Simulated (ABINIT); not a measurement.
Runs of ABINIT 10.8.3 (patched build) on Be. The structure is hexagonal, space group P6_3/mmc (No. 194). The conventional cell has a = 2.285 Å, b = 2.285 Å, c = 3.584 Å, α = 90.00°, β = 90.00°, γ = 120.00°. Around Be (site symmetry -6m2) lie 12 Be at 2.23 to 2.29 Å. 

```csv
task,level,potentials or basis,k mesh,cutoff (eV),smearing,stop of the response cycle (tolvrs),acoustic sum rule (asr),bands in the sums,broadening (eV),scissor shift (eV),gap on the mesh (eV),pressure (GPa)
phonons,LDA,PseudoDojo NC SR LDA v0.4.1 standard,16 × 16 × 10,952,fermi-dirac 0.2 eV,1e-10,1,-,-,-,none,-
single point,LDA,PseudoDojo NC SR LDA v0.4.1 standard,10 × 10 × 6,952,fermi-dirac 0.05 eV,-,-,-,-,-,none,-
optical spectrum,PBEsol,PseudoDojo NC SR PBEsol v0.4.1 standard,"20 × 20 × 12, shifted",1034,methfessel-paxton 0.136 eV,-,-,12,0.15,0,-,(a)
single point,PBEsol,PseudoDojo NC SR PBEsol v0.4.1 standard,10 × 10 × 6,1034,fermi-dirac 0.05 eV,-,-,-,-,-,none,-4.7
```

Alike in all rows: no spin polarisation; cell as given.

Q: Fill in the values left out.

A: (a) -4.9.

Caveats: the cutoff is short for stress, so the pressure is rough (some runs); the intraband (Drude) term is left out (some runs); spectra need much finer meshes, so this one isn't converged (some runs); independent-particle spectra lack excitons (some runs).

A gap of «none» marks a metal or a gap under the smearing width.

Runs at the PBE level aren't shown here.
